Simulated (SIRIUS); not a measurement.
**CdS (Hawleyite) under changes of volume**

One of the cells (25.304 Å³/atom); the others are scaled copies at fixed shape and fractional positions:

```
Cd S
1.0
     0.00000    2.93582    2.93582
     2.93582    0.00000    2.93582
     2.93582    2.93582    0.00000
Cd S
1 1
Direct
  0.00000 0.00000 0.00000
  0.75000 0.75000 0.75000
```

```yaml
Program: SIRIUS 7.12.0
Functional: PBEsol
Potentials_or_basis: all-electron FP-LAPW
Cutoff: 174 eV
Basis: apw+lo standard
k_mesh: 8 × 8 × 8
Occupations: fermi-dirac, width 0.05 eV
Spin: no spin polarisation
```

```tsv
volume (Å³/atom)	energy over the lowest point (meV/atom)	gap on the mesh (eV)
23.319	?	?
23.815	5.24	1.08
24.312	0.00	1.04
25.304	1.67	0.96
25.800	7.90	0.92
26.296	16.87	0.88
```

Problem. What does the run at 23.319 Å³/atom give?

Solution. Energy over the lowest point 14.92 meV/atom; gap on the mesh 1.12 eV.

Worked out: A Birch-Murnaghan fit of order 3 (a polynomial in V^(-2/3)) to the other rows has its minimum at 24.68 Å³/atom with B0 = V·E''(V) = 62 GPa and B' = 5.1. It gives 15.34 meV/atom at 23.319 Å³/atom, against the run's 14.92. A straight line through the other rows of the gap, of slope -2.02 eV per unit of ln V (its deformation potential), extrapolates to 1.12 eV, against the run's 1.12.

Energies are extrapolated to zero smearing.

Spin-orbit coupling on Cd is left out.
